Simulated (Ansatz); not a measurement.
**Cu2O (Pn-3m): which magnetic order lies lowest**

Aim: at the geometry relaxed with parallel moments, start Cu2O (Pn-3m) in several magnetic orders and compare their energies.

The COD entry's cell or inner coordinates are ideal or old and differ from later refinements, so a difference from it is no clean test against experiment.

Computed with Ansatz 0.2.0 (DFT LDA, scalar-relativistic, plane waves, PAW, unless a step's input says otherwise).

**1. The system as given**

The structure is cubic, space group Pn-3m (No. 224). The conventional cell has a = 4.166 Å, b = 4.166 Å, c = 4.166 Å, α = 90.00°, β = 90.00°, γ = 90.00°. Cu (site symmetry -3m) has 2 O at 1.80 Å as nearest neighbours. O (site symmetry -43m) is surrounded by 4 Cu at 1.80 Å.

Coordinates:

```
CELL_PARAMETERS angstrom
4.16611 0.00000 0.00000
0.00000 4.16611 0.00000
0.00000 0.00000 4.16611
ATOMIC_POSITIONS crystal
Cu 0.25000 0.25000 0.25000
Cu 0.25000 0.75000 0.75000
Cu 0.75000 0.75000 0.25000
Cu 0.75000 0.25000 0.75000
O 0.00000 0.00000 0.00000
O 0.50000 0.50000 0.50000
```

An earlier run at LDA left this cell at 12.051 Å³/atom and 0.01 GPa (8×8×8 mesh).

**2. Antiferromagnetic, in the cell as typed**

Contents of input.yaml:

```yaml
crystal:
  lattice:
    - [4.1661104608, 0.0, 0.0]
    - [0.0, 4.1661104608, 0.0]
    - [0.0, 0.0, 4.1661104608]
  atoms:
    - { symbol: Cu, position: [0.25, 0.25, 0.25], spin: 1.0 }
    - { symbol: Cu, position: [0.25, 0.75, 0.75], spin: 1.0 }
    - { symbol: Cu, position: [0.75, 0.75, 0.25], spin: -1.0 }
    - { symbol: Cu, position: [0.75, 0.25, 0.75], spin: -1.0 }
    - { symbol: O, position: [0.0, 0.0, 0.0] }
    - { symbol: O, position: [0.5, 0.5, 0.5] }
basis:
  ecutwfc: 420
  ecutrho_ratio: 4
kpoints:
  mp_grid: { grid: [8, 8, 8] }
hamiltonian:
  xc: lda
scf:
  occupations: { method: gaussian, width: 0.05 }
  lower_state_search: "off"
output:
  forces: true
  stress: true
  eigenvalues: true
  populations: true
magnetization:
  spin_polarized: true
```

Run with:

```sh
$ ansatz run input.yaml --threads 4 --pin off --max-ram 10240MiB --backend cpu --events-out ev --progress --plain --runs-dir out
```

Log, cut to the lines that bear on the results:

```text
Warning: RAYON_NUM_THREADS=4 ignored (pool sized by the plan → 4); use --threads N
[...]
Pseudopotentials: kind: paw
Pseudopotential: Cu, paw, valence charge 19, recommended cutoff 420 eV (normal), Cu.paw.azcp
Pseudopotential: O, paw, valence charge 6, recommended cutoff 420 eV (normal), O.paw.azcp
Functional definition: SPW92
[...]
Crystal: 6 atoms, lattice volume = 72.309 Å³
Basis set: ecut = 420 eV, 1365 PW (Γ)
Bands: 56, of which v1, the nominal top of the filled ones, is band 44 counted from 1 (43 counted from 0)
Symmetry: 8 space group operations
Space group: Cmme (ITA 67), of the structure as read, at distance tolerance 4.2e-5 Å
Magnetic group: BNS 134.474 (UNI 1134), of the structure as read, at distance tolerance 4.2e-5 Å
k-points: 105 of 512
[...]
Starting moments: Σ|m| = 4 μB on 4 of 6 sites
Starting magnetic order: altermagnet, d-wave, planar spin-momentum locking; spin-degenerate planes through Γ normal to [0 0 1], [0 1 0] of the run's lattice
[...]
SCF iter   1: F=—  HF=-27330.308385 eV  |F-HF|=—  |Δ(HF+E_count)|=         —  Δρ=1.09e-1 (↑1.09e-1 ↓1.09e-1)  dr2=3.62e0  dr2_m=6.34e0  M=0.000 μB ∫|m|=0.662 μB  β_m=0.30  ethr=3.10e-3  ⟨swp⟩=5.4  Hψ=38831  notcnv=0  defer=91
[...]
spin=Collinear: Resta preconditioning applied to the charge; magnetization (m = ρ↑ − ρ↓) channel mixes plain (no charge-response kernel on spin).
[...]
spin-set hold released at iteration 7 (site moments contracting): the magnetisation degrees of freedom join the quasi-Newton model from the next iteration; the mixer history was flushed
[...]
WARN: the starting moments were not kept: the SCF closed with an absolute magnetisation of 2.6e-6 μB, where they sum to 4 μB in size (4 sites). That is at most 0.1 of that sum. Measured as dr2_m measures the in/out step, that magnetisation stands 8.1e-13 eV from none, at or under the [...]
SCF converged after 16 iterations
Magnetization: 0.0000 μB (44.0000 up, 44.0000 down)
Absolute magnetization: 0.0000 μB (∫|ρ↑−ρ↓|, with the PAW one-centre terms)
Spin contamination: 0.0000 ħ² per cell (⟨S²⟩ above its minimum at these occupations)
Per-site moments (μB) at R_I (Å): [(1.075417108413601e-7, 0.7441412331426343), (1.0754171073533235e-7, 0.7441412331426341), (-1.1000792821330008e-7, 0.7441412331426341), (-1.1000792829201279e-7, 0.7441412331426341), (-2.8591676782824287e-9, 0.7441412331426341), (-2.859167964401986e-9, [...]
Free energy (F): -27330.612388 eV
[...]
E sigma→0 (E₀):  -27330.612388 eV
Fermi energy:    12.099592 eV
[...]
--- Forces (eV/Å), atoms counted from 1 ---
  atom   1  Cu     0.00000000    -0.00000000    -0.00000000
  atom   2  Cu     0.00000000     0.00000000     0.00000000
  atom   3  Cu     0.00000000     0.00000000     0.00000000
  atom   4  Cu     0.00000000     0.00000000     0.00000000
  atom   5  O     -0.00000030     0.00000000     0.00000000
  atom   6  O      0.00000030     0.00000000    -0.00000000
[...]
--- Stress (GPa, compression-positive) ---
        0.014425       0.000000       0.000000
        0.000000       0.014424       0.000001
        0.000000       0.000001       0.014424
  P = ⅓ Tr σ = 0.0144 GPa (0.144 kbar)
--- Band table (eV; the first three rows and the last of 210) ---
[...]
--- Löwdin populations: 6 sites ---
  site symbol       q [e]    m [muB]
     0     Cu     18.4499    -0.0000
     1     Cu     18.4499    -0.0000
     2     Cu     18.4499     0.0000
     3     Cu     18.4499     0.0000
     4      O      6.9073    -0.0000
     5      O      6.9073    -0.0000
  spilling = 0.004385 (of n_electrons = 88.000000)
```

Wall time 26 s (4 threads of Arm Neoverse V1, shared host); peak memory 0.82 GiB.

This gives: volume 12.051 Å³/atom, pressure 0.01 GPa, mesh gap 0.71 eV, no moment left.

In this order, neighbours among magnetic atoms: 4 of 12 parallel, 6 of 6 parallel (shell by shell, nearest first).

**3. Ferromagnetic, larger cell**

Contents of input.yaml:

```yaml
crystal:
  lattice:
    - [0.0, 4.1661104608, 4.1661104608]
    - [4.1661104608, 0.0, 4.1661104608]
    - [4.1661104608, 4.1661104608, 0.0]
  atoms:
    - { symbol: Cu, position: [0.125, 0.125, 0.125], spin: 1.0 }
    - { symbol: Cu, position: [0.625, 0.125, 0.125], spin: 1.0 }
    - { symbol: Cu, position: [0.125, 0.125, 0.625], spin: 1.0 }
    - { symbol: Cu, position: [0.125, 0.625, 0.125], spin: 1.0 }
    - { symbol: O, position: [0.0, 0.0, 0.0] }
    - { symbol: O, position: [0.25, 0.25, 0.25] }
    - { symbol: Cu, position: [0.625, 0.625, 0.625], spin: 1.0 }
    - { symbol: Cu, position: [1.125, 0.625, 0.625], spin: 1.0 }
    - { symbol: Cu, position: [0.625, 0.625, 1.125], spin: 1.0 }
    - { symbol: Cu, position: [0.625, 1.125, 0.625], spin: 1.0 }
    - { symbol: O, position: [0.5, 0.5, 0.5] }
    - { symbol: O, position: [0.75, 0.75, 0.75] }
basis:
  ecutwfc: 420
  ecutrho_ratio: 4
kpoints:
  mp_grid: { grid: [6, 6, 6] }
hamiltonian:
  xc: lda
scf:
  occupations: { method: gaussian, width: 0.05 }
  lower_state_search: "off"
output:
  forces: true
  stress: true
  eigenvalues: true
  populations: true
magnetization:
  spin_polarized: true
```

Run with:

```sh
$ ansatz run input.yaml --threads 4 --pin off --max-ram 10240MiB --backend cpu --events-out ev --progress --plain --runs-dir out
```

Log, cut to the lines that bear on the results:

```text
Warning: RAYON_NUM_THREADS=4 ignored (pool sized by the plan → 4); use --threads N
[...]
Pseudopotentials: kind: paw
Pseudopotential: Cu, paw, valence charge 19, recommended cutoff 420 eV (normal), Cu.paw.azcp
Pseudopotential: O, paw, valence charge 6, recommended cutoff 420 eV (normal), O.paw.azcp
Functional definition: SPW92
[...]
Crystal: 12 atoms, lattice volume = 144.618 Å³
Basis set: ecut = 420 eV, 2741 PW (Γ)
Bands: 111, of which v1, the nominal top of the filled ones, is band 88 counted from 1 (87 counted from 0)
Symmetry: 96 space group operations
Space group: Pn-3m (ITA 224), of the structure as read, at distance tolerance 5.2e-5 Å
Magnetic group: BNS 224.110 (UNI 1612), of the structure as read, at distance tolerance 5.2e-5 Å
k-points: 16 of 216
[...]
Starting moments: Σ|m| = 8 μB on 8 of 12 sites
[...]
SCF iter   1: F=—  HF=-54660.483260 eV  |F-HF|=—  |Δ(HF+E_count)|=         —  Δρ=1.44e-1 (↑1.44e-1 ↓7.75e-2)  dr2=7.22e0  dr2_m=1.45e1  M=0.019 μB ∫|m|=1.359 μB  β_m=0.30  ethr=3.10e-3  ⟨swp⟩=5.7  Hψ=12385  notcnv=0  defer=28
[...]
WARN: the starting moments were not kept: the SCF closed with an absolute magnetisation of 3.7e-6 μB, where they sum to 8 μB in size (8 sites). That is at most 0.1 of that sum. Measured as dr2_m measures the in/out step, that magnetisation stands 1.7e-12 eV from none, at or under the [...]
  atom   2  Cu     0.00000000    -0.00000000     0.00000000
  atom   3  Cu     0.00000000    -0.00000000     0.00000000
  atom   4  Cu     0.00000000    -0.00000000    -0.00000000
  atom   5  O      0.00000000     0.00000000    -0.00000000
  atom   6  O      0.00000000     0.00000000     0.00000000
  atom   7  Cu     0.00000000     0.00000000    -0.00000000
  atom   8  Cu     0.00000000    -0.00000000     0.00000000
[...]
--- Stress (GPa, compression-positive) ---
        0.009534      -0.000000       0.000000
        0.000000       0.009534       0.000000
        0.000000       0.000000       0.009534
  P = ⅓ Tr σ = 0.0095 GPa (0.095 kbar)
--- Band table (eV; the first three rows and the last of 32) ---
[...]
--- Löwdin populations: 12 sites ---
  site symbol       q [e]    m [muB]
     0     Cu     18.4498    -0.0000
     1     Cu     18.4498    -0.0000
     2     Cu     18.4498    -0.0000
     3     Cu     18.4498    -0.0000
     4      O      6.9073     0.0000
     5      O      6.9073     0.0000
     6     Cu     18.4498    -0.0000
     7     Cu     18.4498    -0.0000
     8     Cu     18.4498    -0.0000
     9     Cu     18.4498    -0.0000
    10      O      6.9073     0.0000
    11      O      6.9073     0.0000
  spilling = 0.004390 (of n_electrons = 176.000000)
```

Wall time 20 s (4 threads of Arm Neoverse V1, shared host); peak memory 0.82 GiB.

Result: volume 12.051 Å³/atom, pressure 0.01 GPa, gap on the mesh 0.71 eV, no moment left.

**4. Antiferromagnetic, propagation vector (1/2, 1/2, 1/2)**

Edit input.yaml of step 3 so:

```diff
@@ -12,6 +12,6 @@
     - { symbol: O, position: [0.25, 0.25, 0.25] }
-    - { symbol: Cu, position: [0.625, 0.625, 0.625], spin: 1.0 }
-    - { symbol: Cu, position: [1.125, 0.625, 0.625], spin: 1.0 }
-    - { symbol: Cu, position: [0.625, 0.625, 1.125], spin: 1.0 }
-    - { symbol: Cu, position: [0.625, 1.125, 0.625], spin: 1.0 }
+    - { symbol: Cu, position: [0.625, 0.625, 0.625], spin: -1.0 }
+    - { symbol: Cu, position: [1.125, 0.625, 0.625], spin: -1.0 }
+    - { symbol: Cu, position: [0.625, 0.625, 1.125], spin: -1.0 }
+    - { symbol: Cu, position: [0.625, 1.125, 0.625], spin: -1.0 }
     - { symbol: O, position: [0.5, 0.5, 0.5] }
```

Run with:

```sh
$ ansatz run input.yaml --threads 4 --pin off --max-ram 10240MiB --backend cpu --events-out ev --progress --plain --runs-dir out
```

Log, cut to the lines that bear on the results:

```text
Warning: RAYON_NUM_THREADS=4 ignored (pool sized by the plan → 4); use --threads N
[...]
Pseudopotentials: kind: paw
Pseudopotential: Cu, paw, valence charge 19, recommended cutoff 420 eV (normal), Cu.paw.azcp
Pseudopotential: O, paw, valence charge 6, recommended cutoff 420 eV (normal), O.paw.azcp
Functional definition: SPW92
[...]
Crystal: 12 atoms, lattice volume = 144.618 Å³
Basis set: ecut = 420 eV, 2741 PW (Γ)
Bands: 111, of which v1, the nominal top of the filled ones, is band 88 counted from 1 (87 counted from 0)
Symmetry: 48 space group operations
Space group: Fd-3m (ITA 227), of the structure as read, at distance tolerance 5.2e-5 Å
Magnetic group: BNS 227.133 (UNI 1635), of the structure as read, at distance tolerance 5.2e-5 Å
k-points: 16 of 216
[...]
Starting moments: Σ|m| = 8 μB on 8 of 12 sites
Starting magnetic order: antiferromagnet; a translation exchanges its spin sublattices: spin-degenerate at every k-point
[...]
WARN: the starting moments were not kept: the SCF closed with an absolute magnetisation of 1.1e-6 μB, where they sum to 8 μB in size (8 sites). That is at most 0.1 of that sum. Measured as dr2_m measures the in/out step, that magnetisation stands 1.2e-13 eV from none, at or under the [...]
  atom   2  Cu     0.00000000    -0.00000000    -0.00000000
  atom   3  Cu     0.00000000     0.00000000    -0.00000000
  atom   4  Cu     0.00000000    -0.00000000    -0.00000000
  atom   5  O     -0.00000000     0.00000000    -0.00000000
  atom   6  O      0.00000000    -0.00000000    -0.00000000
  atom   7  Cu     0.00000000     0.00000000     0.00000000
  atom   8  Cu     0.00000000    -0.00000000     0.00000000
[...]
--- Stress (GPa, compression-positive) ---
        0.009519       0.000000      -0.000000
        0.000000       0.009519      -0.000000
        0.000000      -0.000000       0.009519
  P = ⅓ Tr σ = 0.0095 GPa (0.095 kbar)
--- Band table (eV; the first three rows and the last of 32) ---
[...]
--- Löwdin populations: 12 sites ---
  site symbol       q [e]    m [muB]
     0     Cu     18.4498     0.0000
     1     Cu     18.4498     0.0000
     2     Cu     18.4498     0.0000
     3     Cu     18.4498     0.0000
     4      O      6.9073    -0.0000
     5      O      6.9073    -0.0000
     6     Cu     18.4498    -0.0000
     7     Cu     18.4498    -0.0000
     8     Cu     18.4498    -0.0000
     9     Cu     18.4498    -0.0000
    10      O      6.9073     0.0000
    11      O      6.9073     0.0000
  spilling = 0.004390 (of n_electrons = 176.000000)
```

It took 12 s on 4 threads of Arm Neoverse V1, shared host; peak memory 0.8 GiB.

Read off: volume 12.051 Å³/atom, pressure 0.01 GPa, gap on the mesh 0.71 eV, no moment left.

In this order, neighbours among magnetic atoms: 6 of 12 parallel, 0 of 6 parallel (shell by shell, nearest first).

**5. No spin polarisation**

Contents of input.yaml:

```yaml
crystal:
  lattice:
    - [4.1661104608, 0.0, 0.0]
    - [0.0, 4.1661104608, 0.0]
    - [0.0, 0.0, 4.1661104608]
  atoms:
    - { symbol: Cu, position: [0.25, 0.25, 0.25] }
    - { symbol: Cu, position: [0.25, 0.75, 0.75] }
    - { symbol: Cu, position: [0.75, 0.75, 0.25] }
    - { symbol: Cu, position: [0.75, 0.25, 0.75] }
    - { symbol: O, position: [0.0, 0.0, 0.0] }
    - { symbol: O, position: [0.5, 0.5, 0.5] }
basis:
  ecutwfc: 420
  ecutrho_ratio: 4
kpoints:
  mp_grid: { grid: [8, 8, 8] }
hamiltonian:
  xc: lda
scf:
  occupations: { method: gaussian, width: 0.05 }
output:
  forces: true
  stress: true
  eigenvalues: true
```

Run with:

```sh
$ ansatz run input.yaml --threads 4 --pin off --max-ram 10240MiB --backend cpu --events-out ev --progress --plain --runs-dir out
```

Log, cut to the lines that bear on the results:

```text
Warning: RAYON_NUM_THREADS=4 ignored (pool sized by the plan → 4); use --threads N
[...]
Pseudopotentials: kind: paw
Pseudopotential: Cu, paw, valence charge 19, recommended cutoff 420 eV (normal), Cu.paw.azcp
Pseudopotential: O, paw, valence charge 6, recommended cutoff 420 eV (normal), O.paw.azcp
Functional definition: SPW92
[...]
Crystal: 6 atoms, lattice volume = 72.309 Å³
Basis set: ecut = 420 eV, 1365 PW (Γ)
Bands: 53, of which v1, the nominal top of the filled ones, is band 44 counted from 1 (43 counted from 0)
Symmetry: 48 space group operations
Space group: Pn-3m (ITA 224), of the structure as read, at distance tolerance 4.2e-5 Å
k-points: 35 of 512
[...]
SCF iter   1: F=—  HF=-27330.675674 eV  |F-HF|=—  |Δ(HF+E_count)|=         —  Δρ=2.41e-2  dr2=2.50e-1  ethr=1.77e-3  ⟨swp⟩=6.1  Hψ=6694  notcnv=0  defer=9
[...]
SCF iter   8: F=-27330.612388 eV  HF=-27330.612388 eV  |F-HF|=3.05e-9  |Δ(HF+E_count)|=   1.21e-8  Δρ=3.43e-6  dr2=8.47e-9  ethr=1.14e-10  ⟨swp⟩=6.5  Hψ=7424  notcnv=0
[...]
SCF converged after 8 iterations
Free energy (F): -27330.612388 eV
[...]
E sigma→0 (E₀):  -27330.612388 eV
Fermi energy:    12.099619 eV
[...]
--- Forces (eV/Å), atoms counted from 1 ---
  atom   1  Cu     0.00000000    -0.00000000     0.00000000
  atom   2  Cu     0.00000000     0.00000000     0.00000000
  atom   3  Cu     0.00000000    -0.00000000     0.00000000
  atom   4  Cu     0.00000000    -0.00000000     0.00000000
  atom   5  O      0.00000000     0.00000000     0.00000000
  atom   6  O      0.00000000     0.00000000    -0.00000000
[...]
--- Stress (GPa, compression-positive) ---
        0.014383       0.000000       0.000000
        0.000000       0.014383       0.000000
        0.000000       0.000000       0.014383
  P = ⅓ Tr σ = 0.0144 GPa (0.144 kbar)
--- Band table (eV; the first three rows and the last of 35) ---
[...]
```

Run time: 2.5 s. Hardware: 4 threads of Arm Neoverse V1, shared host; peak memory 0.43 GiB.

In short: volume 12.051 Å³/atom, pressure 0.01 GPa, mesh gap 0.71 eV.

**6. The orders side by side**

Orders of one name are numbered as they were run above.

| order | above the lowest (meV/atom) | largest moment (μB) | pressure (GPa) | gap on the mesh (eV) | order kept |
| --- | --- | --- | --- | --- | --- |
| ferromagnetic | 0.0 | 0.00 | 0.0 | 0.71 | no |
| antiferromagnetic, in the cell as typed | 0.0 | 0.00 | 0.0 | 0.71 | no |
| antiferromagnetic, propagation vector (1/2, 1/2, 1/2) | 0.0 | 0.00 | 0.0 | 0.71 | no |
| no spin polarisation | 0.0 | 0.00 | 0.0 | 0.71 | yes |

The first row is the run of the earlier session that started with parallel moments (-4555.1021 eV/atom). A larger cell is measured against the parallel state in that same cell where that was run, so that mesh errors cancel.

The work goes on in this order: no spin polarisation, the lowest.

**7. Relaxing the chosen order**

Edit input.yaml of step 5 so:

```diff
@@ -25 +25,5 @@
   eigenvalues: true
+relax:
+  f_tol: 0.01
+  max_steps: 30
+  cell: { stress_tol: 0.05 }
```

Run with:

```sh
$ ansatz run input.yaml --threads 4 --pin off --max-ram 10240MiB --backend cpu --events-out ev --progress --plain --runs-dir out
```

Log, cut to the lines that bear on the results:

```text
Warning: RAYON_NUM_THREADS=4 ignored (pool sized by the plan → 4); use --threads N
[...]
Pseudopotentials: kind: paw
Pseudopotential: Cu, paw, valence charge 19, recommended cutoff 420 eV (normal), Cu.paw.azcp
Pseudopotential: O, paw, valence charge 6, recommended cutoff 420 eV (normal), O.paw.azcp
Functional definition: SPW92
[...]
Crystal: 6 atoms, lattice volume = 72.309 Å³
Basis set: ecut = 420 eV, 1365 PW (Γ)
Bands: 53, of which v1, the nominal top of the filled ones, is band 44 counted from 1 (43 counted from 0)
Symmetry: 48 space group operations
Space group: Pn-3m (ITA 224), of the structure as read, at distance tolerance 4.2e-5 Å
k-points: 35 of 512
[...]
SCF iter   1: F=—  HF=-27330.675674 eV  |F-HF|=—  |Δ(HF+E_count)|=         —  Δρ=2.41e-2  dr2=2.50e-1  ethr=1.77e-3  ⟨swp⟩=6.1  Hψ=6694  notcnv=0  defer=9
[...]
  atom   5  O     -0.00000000    -0.00000000    -0.00000000
  atom   6  O     -0.00000000    -0.00000000     0.00000000
[...]
--- Stress (GPa, compression-positive) ---
        0.014440       0.000000       0.000000
        0.000000       0.014440       0.000000
        0.000000       0.000000       0.014440
  P = ⅓ Tr σ = 0.0144 GPa (0.144 kbar)
--- Band table (eV; the first three rows and the last of 35) ---
[...]
--- Relaxed structure (1 steps of the walk, 1 accepted, 1 SCFs on fresh bases) ---
  F+E_penalty+E_count = -27330.61238817 eV   max|allowed force component| = 7.710e-18 eV/Å   (the final SCF, on the basis selected at the relaxed cell)
  cell:  # Å, volume = 72.3090 Å³
    - [4.1661104608, 0.0, 0.0]
    - [0.0, 4.1661104608, 0.0]
    - [0.0, 0.0, 4.1661104608]
  atoms:
    - { symbol: Cu, position: [0.25, 0.25, 0.25] }
    - { symbol: Cu, position: [0.25, 0.75, 0.75] }
    - { symbol: Cu, position: [0.75, 0.75, 0.25] }
    - { symbol: Cu, position: [0.75, 0.25, 0.75] }
    - { symbol: O, position: [0.0, 0.0, 0.0] }
    - { symbol: O, position: [0.5, 0.5, 0.5] }
```

It took 5.1 s on 4 threads of Arm Neoverse V1, shared host; peak memory 0.45 GiB.

Step by step:

| step | energy from step 1 (meV/atom) | largest force component (eV/Å) | pressure (GPa) | volume (Å³/atom) |
| --- | --- | --- | --- | --- |
| 1 | 0.0 | 0.000 | 0.01 | 12.051 |
| 2 | 0.0 | 0.000 | 0.01 | 12.051 |

Step 1 is the start. Step 2 repeats the geometry before it on a plane-wave basis chosen anew for the final cell, which leaves the energy as it was.

In short: volume 12.051 Å³/atom, pressure 0.01 GPa, mesh gap 0.71 eV.

**8. Summary of results**

| quantity | value |
| --- | --- |
| orders tried | 4 |
| lowest | no spin polarisation |
| largest moment there | 0.00 μB |
| volume in the chosen order | 12.05 Å³/atom at 0.01 GPa |

What this shows: Of the orders that kept their pattern, the lowest is: no spin polarisation. Where the order wasn't kept, moments died or turned during the run, so that row belongs to another state than the one started. Only these orders were tried, at zero temperature; the one found in experiment may not be among them. A run loses the moments it was seeded with; other starts can end magnetic.
